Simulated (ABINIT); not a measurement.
**Ir: equation of state with RPBE+D3**

Crystal: Ir.

```
Ir
1.0
     0.00000    1.91560    1.91560
     1.91560    0.00000    1.91560
     1.91560    1.91560    0.00000
Ir
1
Direct
  0.00000 0.00000 0.00000
```

```json
{
 "Program": "ABINIT 10.8.3 (patched build)",
 "Task": "equation of state",
 "Functional": "RPBE",
 "Dispersion": "D3",
 "Potentials or basis": "JTH PAW PBE v2.0",
 "Cutoff": "463 eV",
 "k mesh": "12 × 12 × 12",
 "Occupations": "fermi-dirac, width 0.05 eV",
 "Spin": "no spin polarisation",
 "Dispersion computed by": "simple-dftd3 1.7.0",
 "Fine-grid cutoff": "925.187 eV",
 "Exchange and correlation inside the PAW spheres": "full angular mesh (pawxcdev 0, this build's default; the released program takes 1)"
}
```

```yaml
Equilibrium_volume: 14.14 Å³/atom
Bulk_modulus: 356 GPa
Pressure_derivative_of_the_bulk_modulus: "5.2 (rough: it moves with the points fitted)"
```

Energy against volume, from the lowest point:
```
volume (Å³/atom)  energy (meV/atom)
          13.215              76.77
          13.496              35.15
          13.778               9.94
          14.059               0.00
          14.340               1.90
          14.621              15.90
          14.902              39.94
```

Run time: 54 s on 1 thread of Arm Neoverse V2 (shared host), peak memory 0.12 GiB.

Caveat: pressures at fixed basis lie under the slope of the energies; the log and the count of SCF iterations are those of the last ABINIT call alone; the PAW data sets were made with another functional, which shifts forces and pressure a little. Spin-orbit coupling is left out, which matters for the levels of Ir.
